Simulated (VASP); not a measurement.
The system is Mg.

```
CELL_PARAMETERS angstrom
-1.83599 1.83599 1.67940
1.83599 -1.83599 1.67940
1.83599 1.83599 -1.67940
ATOMIC_POSITIONS crystal
Mg 0.00000 0.00000 0.00000
```

This isn't the form of Mg at room conditions, which is hcp.

| Item | Value |
| --- | --- |
| Program | VASP 6.6.1 |
| Task | relaxation of cell and atoms |
| Functional | optB88-vdW |
| Potentials or basis | VASP PAW PBE potentials, release 64 (Mg) |
| Cutoff | 600 eV |
| k mesh | 11 × 11 × 11 |
| Occupations | fermi-dirac, width 0.05 eV |
| Spin | no spin polarisation |

At the start: pressure 0.1 GPa; volume 22.64 Å³/atom.

Where does the relaxation end?

Over 27 steps the energy falls by 3.6 meV/atom and the volume is 22.81 Å³/atom (+0.7 %); space group I4/mmm (No. 139, to 0.05 Å).

Step by step:
```
step  energy change (eV)  largest force (eV/Å)  pressure (GPa)  volume (Å³)
   1              0.0000                0.0000            0.06        22.64
   2              0.0000                0.0000            0.02        22.67
   3             -0.0001                0.0000           -0.09        22.76
   4             -0.0002                0.0000           -0.31        22.92
   5             -0.0001                0.0000           -0.74        23.26
   6             -0.0002                0.0000           -0.42        23.01
   7             -0.0002                0.0000           -0.42        23.01
   8             -0.0002                0.0000           -0.43        23.02
   9             -0.0002                0.0000           -0.45        23.03
  10             -0.0003                0.0000           -0.48        23.06
  11             -0.0003                0.0000           -0.55        23.11
  12             -0.0005                0.0000           -0.68        23.22
  13             -0.0007                0.0000           -0.95        23.44
  14             -0.0008                0.0000           -0.98        23.47
  15             -0.0008                0.0000           -1.06        23.55
  16             -0.0008                0.0000           -1.04        23.52
  17             -0.0010                0.0000           -1.01        23.50
  18             -0.0014                0.0000           -0.93        23.45
  19             -0.0022                0.0000           -0.77        23.33
  20             -0.0032                0.0000           -0.42        23.09
  21             -0.0030                0.0000            0.34        22.63
  22             -0.0035                0.0000           -0.11        22.90
  23             -0.0035                0.0000           -0.09        22.89
  24             -0.0035                0.0000           -0.08        22.88
  25             -0.0036                0.0000           -0.03        22.84
  26             -0.0036                0.0000            0.06        22.76
  27             -0.0036                0.0000            0.01        22.81
```

Final structure:
```cif
data_structure
_symmetry_space_group_name_H-M 'P 1'
_symmetry_Int_Tables_number 1
_cell_length_a 3.1085
_cell_length_b 3.1085
_cell_length_c 3.1085
_cell_angle_alpha 105.788
_cell_angle_beta 105.788
_cell_angle_gamma 117.120
_cell_volume 22.81
loop_
_atom_site_label
_atom_site_type_symbol
_atom_site_fract_x
_atom_site_fract_y
_atom_site_fract_z
_atom_site_occupancy
Mg1 Mg 0.00000 0.00000 0.00000 1
```

Caveat: the PAW data sets were made with another functional, which shifts forces and pressure a little.
